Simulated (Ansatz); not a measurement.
**InP (zincblende): gap against strain (biaxial in x and y, z held)**

InP in the zincblende structure, relaxed with r2SCAN in the PAW code Ansatz, then strained (biaxial in x and y, z held; changes of length per length, axes as in the cell below) with the atoms relaxed again within the symmetry that is left. It is cubic, F-43m (No. 216); conventional cell a = 5.908 Å, 25.77 Å³ an atom. In is surrounded by 4 P at 2.56 Å; P is surrounded by 4 In at 2.56 Å. Calculated for a static, non-magnetic cell.

```
In P
1.0
     0.00000    2.95379    2.95379
     2.95379    0.00000    2.95379
     2.95379    2.95379    0.00000
In P
1 1
Cartesian
  0.0000 0.0000 0.0000
  1.4769 1.4769 1.4769
```

Gaps are the least over each mesh (PBE 8×8×8, r2SCAN 8×8×8, HSE06 6×6×6 when unstrained) and the special points, which keep their unstrained names; stress is the change from the unstrained cell, compression positive.

| strain (%) | gap, PBE (eV) | gap, r2SCAN (eV) | gap, HSE06 (eV) | edges, HSE06 | in-plane stress, r2SCAN (GPa) | energy rise, r2SCAN (meV/atom) |
| --- | --- | --- | --- | --- | --- | --- |
| -5.86 | 1.109 | 1.588 | 1.943 | Γ | +11.57 | 95.5 |
| -1.62 | 0.736 | 1.188 | 1.527 | Γ | +2.64 | 6.5 |
| -1.33 | 0.709 | 1.159 | 1.497 | Γ | +2.14 | 4.3 |
| -0.64 | 0.645 | 1.090 | 1.425 | Γ | +1.00 | 1.0 |
| 0.0 | 0.586 | 1.026 | 1.357 | Γ | 0.00 | 0.0 |
| +2.56 | 0.234 | 0.652 | 0.964 | Γ | -3.45 | 15.2 |
| +2.87 | 0.193 | 0.608 | 0.917 | Γ | -3.82 | 19.0 |

Between zero and the nearest strains the slope of the HSE06 gap against strain is -0.106 eV per percent for negative and -0.154 for positive strain.

Spin-orbit coupling is left out, which matters wherever the heavy atoms make up the band edges.

The meshes of the hybrids are coarse, so their gaps aren't converged to the digits shown.
